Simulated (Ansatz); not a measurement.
Input and command of a calculation in Ansatz (plane waves; scalar-relativistic PAW potentials unless the input names others):

```yaml
crystal:
  lattice:
    - [4.507001215, 0.0, 0.0]
    - [0.0, 2.2535006075, -2.2535006075]
    - [0.0, 6.6544358053, 6.6544358053]
  atoms:
    - { symbol: Ga, position: [0.0, 0.0, 0.9312606173] }
    - { symbol: Ga, position: [0.5, 0.5, 0.0846446631] }
    - { symbol: Ga, position: [0.0, 0.0, 0.2539678539] }
    - { symbol: Ga, position: [0.5, 0.5, 0.4232910448] }
    - { symbol: Ga, position: [0.0, 0.0, 0.5926142356] }
    - { symbol: Ga, position: [0.5, 0.5, 0.7619374264] }
    - { symbol: "N", position: [0.75, 0.0, 0.4232910448] }
    - { symbol: "N", position: [0.25, 0.5, 0.5926142356] }
    - { symbol: "N", position: [0.75, 0.0, 0.7619374264] }
    - { symbol: "N", position: [0.25, 0.5, 0.9312606173] }
    - { symbol: "N", position: [0.75, 0.0, 0.0846446631] }
    - { symbol: "N", position: [0.25, 0.5, 0.2539678539] }
basis:
  ecutwfc: 420
kpoints:
  mp_grid: { grid: [4, 5, 2] }
hamiltonian:
  xc: pbe
scf:
  occupations: { method: methfessel_paxton, width: 0.05 }
output:
  forces: true
  eigenvalues: true
  stress: true
```

```bash
ansatz run input.yaml --threads 2 --pin off --max-ram 5120MiB --backend cpu --events-out ev --progress --plain --runs-dir out
```

Abridged log:
```
Basis set: ecut = 420 eV, 2635 PW (Γ), exchange–correlation on 64×48×128 points (8 copies of the dense FFT grid, shifted against one another)
Bands: 66, of which v1, the nominal top of the filled ones, is band 54 counted from 1 (53 counted from 0)
Symmetry: 4 space group operations
k-points: 18 of 40 (time reversal used)
SCF iter   1: F=—  HF=-25007.057079 eV  |F-HF|=—  |Δ(HF+E_count)|=         —  Δρ=8.20e-4  dr2=6.09e-4  ethr=1.77e-3  ⟨swp⟩=6.3  Hψ=4253  notcnv=0  defer=4
SCF iter   2: F=—  HF=-25007.058065 eV  |F-HF|=—  |Δ(HF+E_count)|=   9.86e-4  S|Δr|=    0.00e0  Δρ=4.15e-4  dr2=1.09e-4  ethr=5.64e-7  ⟨swp⟩=2.4  Hψ=2362  notcnv=0  defer=20
SCF iter   3: F=—  HF=-25007.058312 eV  |F-HF|=—  |Δ(HF+E_count)|=   2.47e-4  S|Δr|=    0.00e0  Δρ=2.14e-4  dr2=3.56e-5  ethr=1.01e-7  ⟨swp⟩=2.0  Hψ=1840  notcnv=0
automatic band count: iteration 3 solves 62 bands in place of 66: the levels show a gap, and the empty bands left out lie too high to hold charge; the band table lists the bands solved (type scf.n_extra_bands for more)
SCF iter   4: F=—  HF=-25007.058502 eV  |F-HF|=—  |Δ(HF+E_count)|=   1.90e-4  S|Δr|=    0.00e0  Δρ=5.85e-5  dr2=4.47e-6  ethr=3.29e-8  ⟨swp⟩=2.0  Hψ=2039  notcnv=0
SCF iter   5: F=—  HF=-25007.058503 eV  |F-HF|=—  |Δ(HF+E_count)|=   1.26e-6  S|Δr|=    0.00e0  Δρ=2.90e-5  dr2=8.31e-7  ethr=4.14e-9  ⟨swp⟩=2.0  Hψ=2040  notcnv=0
SCF iter   6: F=-25007.058504 eV  HF=-25007.058504 eV  |F-HF|=5.69e-8  |Δ(HF+E_count)|=   6.61e-7  S|Δr|=    0.00e0  Δρ=8.03e-6  dr2=9.51e-8  ethr=9.26e-11  ⟨swp⟩=6.9  Hψ=5105  notcnv=0
SCF 1 converged in 6 iterations: F = -25007.058504 eV  dr2 = 9.51e-8
SCF converged after 6 iterations
Stability not checked: this state was not tested for a lower state beside it, because cold or Methfessel-Paxton smearing, or corrected tetrahedra, fill the levels in a way that the test cannot read (fill_not_monotonic; see scf.lower_state_search)
Free energy (F): -25007.058504 eV
Harris-Foulkes:  -25007.058504 eV  (|F-HF|=5.69e-8)
Internal energy: -25007.058504 eV  (E = F + TS)
E sigma→0 (E₀):  -25007.058504 eV
Fermi energy:    10.827499 eV
Step filling:    the computed levels leave a gap of 1.7517 eV = 35.0 smearing widths at the electron count; against every level under it full and every level over it empty, smearing changes F+E_penalty+E_count by +3.82e-134 meV and its σ→0 estimate by -5.84e-132 meV
--- Forces (eV/Å), atoms counted from 1 ---
  atom   1  Ga     0.76127118    -1.07685842    -1.07685842
  atom   2  Ga     0.76127118     1.07685842     1.07685842
  atom   3  Ga     0.01412214     0.19070427     0.19070427
  atom   4  Ga    -0.02744391     0.00428212     0.00428212
  atom   5  Ga    -0.02744391    -0.00428212    -0.00428212
  atom   6  Ga     0.01412214    -0.19070427    -0.19070427
  atom   7  N      0.00768394    -0.02371912    -0.02371912
  atom   8  N      0.00768394     0.02371912     0.02371912
  atom   9  N      0.04007713    -0.11351026    -0.11351026
  atom  10  N     -0.79570287    -1.09986563    -1.09986563
  atom  11  N     -0.79570287     1.09986563     1.09986563
  atom  12  N      0.04007713     0.11351026     0.11351026
--- Stress (GPa, compression-positive) ---
        8.303346       0.000000       0.000000
        0.000000       9.076462       3.686692
        0.000000       3.686692       9.076462
  P = ⅓ Tr σ = 8.8188 GPa (88.188 kbar)
```

Apart from outputs and empty bands, the input differs from a reference run on usual settings in kpoints.mp_grid.grid: [6, 8, 3] → [4, 5, 2]; scf.occupations.method: "gaussian" → "methfessel_paxton". The reference, at the same geometry (not necessarily relaxed), gave pressure 8.84 GPa, largest force 1.748 eV/Å, gap on the mesh 1.75 eV. This run converged in 6 SCF iterations (reference: 6) with an energy at zero smearing 1.79 meV/atom above the reference's, pressure 8.82 GPa, largest force 1.747 eV/Å, gap on the mesh 1.75 eV. Its k mesh is looser than usual, and the result moved.

The run took 5.8 s on 2 threads of Intel(R) Xeon(R) Platinum 8124M CPU @ 3.00GHz (Skylake/Cascade Lake), on a shared host, peak memory 0.48 GiB.